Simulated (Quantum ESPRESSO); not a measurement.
A run of Quantum ESPRESSO 7.5 is set up as follows.

Contents of pw.in:

```
&CONTROL
  calculation = 'scf'
  prefix = 'pwscf'
  outdir = './tmp'
  pseudo_dir = './pseudo'
  tprnfor = .true.
  tstress = .true.
  disk_io = 'low'
/
&SYSTEM
  ibrav = 0
  celldm(1) = 8
  nat = 3
  ntyp = 1
  ecutwfc = 70
  nbnd = 26
  occupations = 'smearing'
  smearing = 'fd'
  degauss = 0.00367493
/
&ELECTRONS
  conv_thr = 6d-10
  electron_maxstep = 120
  mixing_beta = 0.5
/
ATOMIC_SPECIES
Ti    47.8670 Ti_ONCV_PBE-1.2.upf
CELL_PARAMETERS alat
  1.0788859422929   0.0000000000000   0.0000000000000
 -0.5394429711464   0.9343426338103   0.0000000000000
  0.0000000000000   0.0000000000000   0.6676034539491
ATOMIC_POSITIONS crystal
Ti     0.6666666667    0.3333333333    0.5000000000
Ti     0.3333333333    0.6666666667    0.5000000000
Ti     0.0000000000    0.0000000000    0.0000000000
K_POINTS automatic
7 7 9 0 0 0
```

The input bands.in:

```
&CONTROL
  calculation = 'bands'
  prefix = 'pwscf'
  outdir = './tmp'
  pseudo_dir = './pseudo'
  disk_io = 'low'
  verbosity = 'high'
/
&SYSTEM
  ibrav = 0
  celldm(1) = 8
  nat = 3
  ntyp = 1
  ecutwfc = 70
  nbnd = 26
  occupations = 'smearing'
  smearing = 'fd'
  degauss = 0.00367493
/
&ELECTRONS
  conv_thr = 1d-08
  electron_maxstep = 120
  mixing_beta = 0.5
  diago_full_acc = .true.
  startingwfc = 'random'
/
ATOMIC_SPECIES
Ti    47.8670 Ti_ONCV_PBE-1.2.upf
CELL_PARAMETERS alat
  1.0788859422929   0.0000000000000   0.0000000000000
 -0.5394429711464   0.9343426338103   0.0000000000000
  0.0000000000000   0.0000000000000   0.6676034539491
ATOMIC_POSITIONS crystal
Ti     0.6666666667    0.3333333333    0.5000000000
Ti     0.3333333333    0.6666666667    0.5000000000
Ti     0.0000000000    0.0000000000    0.0000000000
K_POINTS crystal
60
 0.0000000000  0.0000000000  0.0000000000 1
 0.1000000000  0.0000000000  0.0000000000 1
 0.2000000000  0.0000000000  0.0000000000 1
 0.3000000000  0.0000000000  0.0000000000 1
 0.4000000000  0.0000000000  0.0000000000 1
 0.5000000000  0.0000000000  0.0000000000 1
 0.4444444444  0.1111111111  0.0000000000 1
 0.3888888889  0.2222222222  0.0000000000 1
 0.3333333333  0.3333333333  0.0000000000 1
 0.2777777778  0.2777777778  0.0000000000 1
 0.2222222222  0.2222222222  0.0000000000 1
 0.1666666667  0.1666666667  0.0000000000 1
 0.1111111111  0.1111111111  0.0000000000 1
 0.0555555556  0.0555555556  0.0000000000 1
 0.0000000000  0.0000000000  0.0000000000 1
 0.0000000000  0.0000000000  0.0625000000 1
 0.0000000000  0.0000000000  0.1250000000 1
 0.0000000000  0.0000000000  0.1875000000 1
 0.0000000000  0.0000000000  0.2500000000 1
 0.0000000000  0.0000000000  0.3125000000 1
 0.0000000000  0.0000000000  0.3750000000 1
 0.0000000000  0.0000000000  0.4375000000 1
 0.0000000000  0.0000000000  0.5000000000 1
 0.0833333333  0.0000000000  0.5000000000 1
 0.1666666667  0.0000000000  0.5000000000 1
 0.2500000000  0.0000000000  0.5000000000 1
 0.3333333333  0.0000000000  0.5000000000 1
 0.4166666667  0.0000000000  0.5000000000 1
 0.5000000000  0.0000000000  0.5000000000 1
 0.4444444444  0.1111111111  0.5000000000 1
 0.3888888889  0.2222222222  0.5000000000 1
 0.3333333333  0.3333333333  0.5000000000 1
 0.2857142857  0.2857142857  0.5000000000 1
 0.2380952381  0.2380952381  0.5000000000 1
 0.1904761905  0.1904761905  0.5000000000 1
 0.1428571429  0.1428571429  0.5000000000 1
 0.0952380952  0.0952380952  0.5000000000 1
 0.0476190476  0.0476190476  0.5000000000 1
 0.0000000000  0.0000000000  0.5000000000 1
 0.5000000000  0.0000000000  0.5000000000 1
 0.5000000000  0.0000000000  0.4444444444 1
 0.5000000000  0.0000000000  0.3888888889 1
 0.5000000000  0.0000000000  0.3333333333 1
 0.5000000000  0.0000000000  0.2777777778 1
 0.5000000000  0.0000000000  0.2222222222 1
 0.5000000000  0.0000000000  0.1666666667 1
 0.5000000000  0.0000000000  0.1111111111 1
 0.5000000000  0.0000000000  0.0555555556 1
 0.5000000000  0.0000000000  0.0000000000 1
 0.3333333333  0.3333333333  0.0000000000 1
 0.3333333333  0.3333333333  0.0500000000 1
 0.3333333333  0.3333333333  0.1000000000 1
 0.3333333333  0.3333333333  0.1500000000 1
 0.3333333333  0.3333333333  0.2000000000 1
 0.3333333333  0.3333333333  0.2500000000 1
 0.3333333333  0.3333333333  0.3000000000 1
 0.3333333333  0.3333333333  0.3500000000 1
 0.3333333333  0.3333333333  0.4000000000 1
 0.3333333333  0.3333333333  0.4500000000 1
 0.3333333333  0.3333333333  0.5000000000 1
```

Potentials or basis: SG15 PBE 1.2.

The run is started by

```bash
$ OMP_NUM_THREADS=1 pw.x -in pw.in > pw.out
$ OMP_NUM_THREADS=1 pw.x -in bands.in > bands.out
```

**Question.** What does it give for the pressure?

**Answer.** 0.9 GPa.

**Question.** Estimate the band gap on the k mesh.

**Answer.** None (metal or under the smearing width).

Levels at the corners of the path, in eV from the Fermi level:
```csv
point,band 15,band 16,band 17,band 18,band 19,band 20,band 21,band 22
Γ,-0.71,-0.71,-0.62,-0.62,-0.02,0.70,1.31,1.31
M,-2.63,-0.41,-0.39,-0.35,0.07,0.55,1.05,1.11
K,-3.14,-0.29,-0.29,-0.09,0.11,0.39,0.39,1.56
Γ,-0.71,-0.71,-0.62,-0.62,-0.02,0.70,1.31,1.31
A,-2.10,-1.74,-1.63,-1.63,1.07,1.07,1.27,1.27
L,-1.70,-1.17,-0.69,-0.64,0.37,0.83,0.94,1.06
H,-1.42,-1.12,-1.12,-0.96,0.67,0.67,0.80,0.80
A,-2.10,-1.74,-1.63,-1.63,1.07,1.07,1.27,1.27
L,-1.70,-1.17,-0.69,-0.64,0.37,0.83,0.94,1.06
M,-2.63,-0.41,-0.39,-0.35,0.07,0.55,1.05,1.11
K,-3.14,-0.29,-0.29,-0.09,0.11,0.39,0.39,1.56
H,-1.42,-1.12,-1.12,-0.96,0.67,0.67,0.80,0.80
```

Caveat: some levels on the path didn't converge.
